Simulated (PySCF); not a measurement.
## J couplings in [C₅H₁₂N]+

Bonds (- single, = double, # triple, : aromatic): C1-C2, C2-C3, C3-N4, N4-C5, C5-C6, C6-C1. C1 carries H7, H8; C2 carries H9, H10; C3 carries H11, H12; N4 carries H13, H14; C5 carries H15, H16; C6 carries H17, H18. Formal charges: N4 +1.

Total charge +1.

Method: B3LYP/pcJ-1 (spin–dipole term only in couplings to heteroatoms)//PBE0-D3(BJ)/def2-SVP, PySCF 2.14; isolated molecule, single conformer, non-relativistic. Couplings are averaged over pairs made equivalent by symmetry, fast rotation or ring inversion, so a value needn't be that of the named pair in this geometry, while other rotamers aren't included; one pair stands for each set, and the list holds a selection of those of at least 0.8 Hz over up to four bonds.

Isotopes: $^{13}$C, $^{1}$H, $^{15}$N.

```csv
pair,bonds,J (Hz)
"C1, C2",1,33.7
"C1, H7",1,?
"C2, C3",1,35.1
"C2, H9",1,138.1
"C3, N4",1,?
"C3, H11",1,?
"N4, H13",1,-77.6
"C1, H9",2,-3.2
"C2, H11",2,-2.6
"C3, C5",2,?
"C3, H9",2,-2.2
"C3, H13",2,?
"H9, H10",2,?
"H11, H12",2,-14.4
"H13, H14",2,-15.6
"C1, N4",3,?
"C2, C5",3,2.1
"C2, H17",3,5.6
"C3, H7",3,?
"C3, H15",3,3.7
"N4, H9",3,-4.6
"H7, H9",3,4.3
"H7, H10",3,8.9
"H9, H11",3,4.2
"H11, H13",3,2.7
"H9, H13",4,1.0
```

**Question.** Estimate the withheld couplings, with signs.

**Answer.** 
- $^{1}J$(C1,H7) = 139.3 Hz (mean over equivalent pairs that range from 134.1 to 144.5 Hz in this conformer)
- $^{1}J$(C3,N4) = -3.1 Hz (bond length 1.503 Å)
- $^{1}J$(C3,H11) = 153.0 Hz (bond length 1.100 Å, sp3 carbon)
- $^{2}J$(C3,C5) = -0.9 Hz (angle at N4 113°)
- $^{2}J$(C3,H13) = -2.2 Hz
- $^{2}J$(H9,H10) = -18.1 Hz
- $^{3}J$(C1,N4) = -1.0 Hz
- $^{3}J$(C3,H7) = 6.2 Hz (mean over equivalent pairs that range from 2.4 to 10.1 Hz in this conformer)
